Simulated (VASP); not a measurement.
A run of VASP 6.6.1:

File INCAR:

```
PREC = Accurate
ENCUT = 520
EDIFF = 1E-7
ISMEAR = -1
SIGMA = 0.1
LREAL = False
LASPH = True
NELM = 80
ALGO = Normal
ISIF = 2
LWAVE = False
LCHARG = False
MAGMOM = 0 0 0 0 0 0
LORBIT = 11
LSORBIT = True
GGA_COMPAT = False
METAGGA = R2SCAN
LMIXTAU = True
IVDW = 12
VDW_S6 = 1.0
VDW_S8 = 0.78981345
VDW_A1 = 0.49484001
VDW_A2 = 5.73083694
```

File KPOINTS:

```
regular mesh
0
Gamma
  6 6 6
```

File POSCAR:

```
CdS
4.1246
    0.000000000000      0.707098870193      0.707098870193
    0.707098870193      0.000000000000      0.707098870193
    0.707098870193      0.707098870193      0.000000000000
Cd S
1 1
Direct
    0.0000000000      0.0000000000      0.0000000000
    0.7500000000      0.7500000000      0.7500000000
```

Potentials or basis: VASP PAW PBE potentials, release 64 (Cd, S).

The run is started by

```bash
$ cat potpaw_PBE.64/Cd/POTCAR potpaw_PBE.64/S/POTCAR > POTCAR
$ mpirun -np 1 vasp_ncl > vasp.out
```

Hardware: 1 thread of Intel(R) Xeon(R) Platinum 8488C (Sapphire Rapids), on a shared host.

**Question.** How long does it take, and how much memory?

**Answer.** Wall time 3.6 min on 1 thread of Intel(R) Xeon(R) Platinum 8488C (Sapphire Rapids), on a shared host, peak memory 0.38 GiB. Counts: scf iterations 20, k points 22.
